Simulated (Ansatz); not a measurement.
Free-standing chains of the atoms of RbBr, named by their start (strip: triangular double chain, ladder: square double chain); atoms and period are relaxed, and energies count from relaxed bulk RbBr (Fm-3m, 43.19 Å³/atom, gap on the mesh 4.19 eV).

Computed with DFT PBE, scalar-relativistic, plane waves, PAW in Ansatz.

Cutoff 420 eV; k points 1×1×10 on the computed 2-atom cell (Γ-centred); Gaussian smearing, width 0.05 eV; collinear spin from starting moments 0.5 0.5 μB.

Start (dimerised chain):

```yaml
crystal:
  lattice:
    - [9.00000, 0.00000, 0.00000]
    - [0.00000, 9.30000, 0.00000]
    - [0.00000, 0.00000, 6.31562]
  atoms:
    - { symbol: Rb, position: [0.50000, 0.50000, 0.00000] }
    - { symbol: Br, position: [0.50000, 0.50000, 0.46500] }
```

Task: What does the relaxation give?

Result: The free energy falls by 44 meV/atom.

- excess energy (eV per host atom): 0.420
- period (Å): 6.348
- gap on the mesh (eV): 3.92
- size of the moment (μB per cell): 0.00

Relaxed structure:
```yaml
crystal:
  lattice:
    - [9.00000, 0.00000, 0.00000]
    - [0.00000, 9.30000, 0.00000]
    - [0.00000, 0.00000, 6.34823]
  atoms:
    - { symbol: Rb, position: [0.50000, 0.50000, 0.98250] }
    - { symbol: Br, position: [0.50000, 0.50000, 0.48250] }
```

Each run keeps its start's symmetry and one magnetic start, so lower states can exist.

The run took 19 s on 2 threads of Intel(R) Xeon(R) 6975P-C (Granite Rapids), with other jobs on the host, peak memory 0.69 GiB.